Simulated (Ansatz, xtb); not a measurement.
## Isomers of C7H6O in order of energy

4 gas-phase structures of C7H6O, from a drawn sample of its isomers (lower ones may exist). Each was relaxed with GFN2-xTB:

A. `C#Cc1ccoc1C`, a singlet
B. `C#C[C@@H]1C=CC(=O)C1`, a singlet
C. `O=Cc1ccccc1`, a singlet
D. `C#CC1=COC=CC1`, a singlet

Q: Estimate their order in r2SCAN-D4/def2-SVP energy at these geometries, lowest first.

A: Calculated order at r2SCAN-D4/def2-SVP: C (0.0), A (53.3), B (58.9), D (70.8) kcal/mol.

Energies above the lowest of each column, in kcal/mol; the last columns are at PBE0-D3(BJ)/def2-SVP geometries and were run for some of them only (a dash: not run or not comparable):

```tsv
structure	GFN2-xTB	HF/STO-3G	r2SCAN-D4/def2-SVP	PBE0-D3(BJ)/def2-SVP	CCSD(T)/def2-SVP + ΔMP2/def2-TZVPP
C	0.0	0.0	0.0	0.0	0.0
A	23.9	32.5	53.3	52.2	48.1
B	37.8	45.8	58.9	57.4	49.2
D	41.2	52.3	70.8	–	–
```

Every level run on C puts it lowest or level with the lowest. Flexible structures stand in one conformer each, not always the lowest. Frequencies (GFN2-xTB) were run for A, B, C alone. ΔMP2 is the change of the MP2 energy from the smaller to the larger basis.

Over these structures GFN2-xTB departs from r2SCAN-D4/def2-SVP by 10.0 kcal/mol on average once a common shift is removed. A GFN2-xTB relaxation took about 0.062 s and the r2SCAN-D4/def2-SVP energy about 1.9 s on a shared host (Ansatz 0.2.0, xtb 6.7.1).
